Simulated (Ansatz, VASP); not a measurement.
**TiC in VASP and in Ansatz**

INCAR

```
  PREC = Accurate
  ENCUT = 520
  EDIFF = 1E-6
  ISMEAR = 0
  SIGMA = 0.013000000000000001
  LREAL = False
  LASPH = True
  NELM = 100
  ALGO = Normal
  ISIF = 2
  LWAVE = False
  LCHARG = False
  GGA = PE
```

Contents of KPOINTS:

```
regular mesh
0
Gamma
  10 10 10
```

The input POSCAR:

```
TiC
1.0
    3.0420900000      0.0000000000      0.0000000000
   -1.5210400000      2.6345200000      0.0000000000
    0.0000000000      0.0000000000      2.6979700000
Ti C
1 1
Direct
    0.0000000000      0.0000000000      0.5000000000
    0.3333300000      0.6666700000      0.0000000000
```

File input.yaml:

```yaml
crystal:
  lattice:
    - [3.04209, 0.0, 0.0]
    - [-1.52104, 2.63452, 0.0]
    - [0.0, 0.0, 2.69797]
  atoms:
    - { symbol: Ti, position: [0.0, 0.0, 0.5] }
    - { symbol: C, position: [0.33333, 0.66667, 0.0] }
hamiltonian:
  xc: pbe
  pseudopotentials: { kind: paw }
kpoints:
  mp_grid: { grid: [10, 10, 10] }
scf:
  occupations: { method: gaussian, width: 0.013 }
output:
  forces: true
  stress: true
  eigenvalues: true
  write_density: true
  write_potential: true
  elf: true
  volumetric_format: npy
```

The cell was built by a generator and needn't be a form met in nature.

Alike in both runs: task single point; functional PBE; k mesh 10 × 10 × 10; occupations gaussian, width 0.013 eV; no spin polarisation.

```csv
,VASP,Ansatz
version,VASP 6.6.1,Ansatz 0.2.0
potentials or method,"VASP PAW PBE potentials, release 64 (Ti_sv, C)",Ansatz PAW
plane-wave cutoff (eV),520,420
valence electrons in the cell,16,16
```

VASP gave:

- gap on the k mesh at the Fermi level (eV): none
- pressure (GPa): 0.3
- largest component of the traceless stress (GPa): 0.14

Question: Estimate Ansatz's values.

Answer: gap on the k mesh at the Fermi level (eV): none; pressure (GPa): 0.1; largest component of the traceless stress (GPa): 0.15.

A gap of «none» marks a metal or a gap that the smearing closes.
